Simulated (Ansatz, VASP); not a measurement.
## Two plane-wave programs on CuO

INCAR

```
ALGO = Normal
EDIFF = 1E-7
ENCUT = 520
GGA = CA
ISIF = 2
ISMEAR = -1
LASPH = True
LCHARG = True
LELF = True
LREAL = False
LVHAR = True
LWAVE = False
NBANDS = 25
NELM = 80
PREC = Accurate
SIGMA = 0.05
```

KPOINTS

```
k-points
0
Gamma
  6 6 3
```

The input POSCAR:

```
CuO
1.0
    2.3446497600     -1.7133998200      0.0000000000
    2.3446497600      1.7133998200      0.0000000000
   -0.8605499100      0.0000000000      5.0594394800
Cu O
2 2
Direct
    0.0032000000      0.4968000000      0.0000000000
    0.4968000000      0.0032000000      0.5000000000
    0.5714000000      0.4056000000      0.2537000000
    0.4056000000      0.5714000000      0.7537000000
```

The input input.yaml:

```yaml
crystal:
  lattice:
    - [2.34464976, -1.71339982, 0.0]
    - [2.34464976, 1.71339982, 0.0]
    - [-0.86054991, 0.0, 5.05943948]
  atoms:
    - { symbol: Cu, position: [0.0032, 0.4968, 0.0] }
    - { symbol: Cu, position: [0.4968, 0.0032, 0.5] }
    - { symbol: O, position: [0.5714, 0.4056, 0.2537] }
    - { symbol: O, position: [0.4056, 0.5714, 0.7537] }
hamiltonian:
  xc: lda
  pseudopotentials: { kind: paw }
kpoints:
  mp_grid: { grid: [6, 6, 3] }
  band_path:
    path:
      - [[0.0, 0.0, 0.0], [-0.5, -0.5, 0.0], [-0.5249461988, -0.5249461988, 0.3256423996], [-0.5, -0.5, 0.5], [-0.6336779992, -0.3663220008, 0.5]]
      - [[-0.3663220008, 0.3663220008, 0.5], [0.0, 0.0, 0.5], [-0.4750538012, -0.4750538012, 0.6743576004]]
      - [[-0.5, -0.5, 0.0], [-0.612631459, -0.387368541, 0.0]]
      - [[-0.387368541, 0.387368541, 0.0], [0.0, 0.0, 0.0], [-0.5, 0.0, 0.0]]
      - [[-0.5, 0.0, 0.5], [0.0, 0.0, 0.0]]
    npoints: 14
scf:
  occupations: { method: fermi_dirac, width: 0.05 }
  n_extra_bands: 10
output:
  forces: true
  stress: true
  eigenvalues: true
  fatbands: true
```

Alike in both runs: functional LDA; k mesh 6 × 6 × 3; occupations fermi-dirac, width 0.05 eV; no spin polarisation.

|  | VASP | Ansatz |
| --- | --- | --- |
| version | VASP 6.6.1 | Ansatz 0.2.0 |
| potentials or method | VASP PAW LDA potentials, release 64 (Cu, O) | Ansatz PAW |
| plane-wave cutoff (eV) | 520 | 420 |
| valence electrons in the cell | 34 | 50 |
| task | single point | band structure |

VASP gave:

- gap on the k mesh at the Fermi level (eV): none
- pressure (GPa): -8.7
- largest component of the traceless stress (GPa): 3.28
- rms of the force components (eV/Å): 0.416

Q: Which values does Ansatz return?

A: gap on the k mesh at the Fermi level (eV): none; pressure (GPa): -9.5; largest component of the traceless stress (GPa): 3.69; rms of the force components (eV/Å): 0.409.

Atom by atom the forces differ by 0.026 eV/Å (rms over components). A gap of «none» marks a metal or a gap that the smearing closes. The two sets of potentials don't hold the same shells in valence.

Caveats: the k mesh is coarse (spacing up to 0.41 Å⁻¹), so the values aren't converged; the run has no spin polarisation, though such a crystal can be magnetic; semilocal functionals often make such compounds metallic where correlation or magnetic order opens a gap, which also shifts bond lengths; the pressure holds a Pulay correction of +0.9 GPa for the finite cutoff (Ansatz); the PAW data sets come from PBE, with cores solved anew for the run's functional, which leaves a small shift of forces and pressure (Ansatz).
